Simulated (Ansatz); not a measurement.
ZnO built on the wurtzite prototype, 4 atoms and 36 valence electrons in a cell of about 47 Å³, was run 7 times in the PAW code Ansatz, each time on 2 threads of Arm Neoverse N1, with other jobs on the host. The times are single readings and vary with the host's load.

| run | k mesh | irreducible k | cutoff (eV) | plane waves | bands | SCF iterations | wall time | peak host memory (GiB) |
| --- | --- | --- | --- | --- | --- | --- | --- | --- |
| relaxation, PBE | 12×12×6 | 76 | 420 | 989 | 22 | 87 | 79 s | 0.4 |
| relaxation, r2SCAN | 12×12×4 | 57 | 500 | 1165 | 22 | 33 | 56 s | 0.48 |
| bands, PBE | 12×12×6 | 76 | 420 | 941 | 23 | 6 | 13 s | 0.38 |
| single point, r2SCAN | 12×12×6 | 76 | 500 | 1165 | 23 | 8 | 21 s | 0.48 |
| single point, HSE06 | 6×6×4 | 21 | 420 | 941 | 23 | 15 | 120 s | 1.3 |
| field response, r2SCAN | 9×9×4 | 95 | 500 | 1165 | 22 | 15 | 6.5 min | 1.5 |
| single point, PBE0 | 6×6×4 | 21 | 420 | 941 | 23 | 16 | 120 s | 1.3 |

The slowest run (field response, r2SCAN) took about 29 times as long as the quickest (bands, PBE).
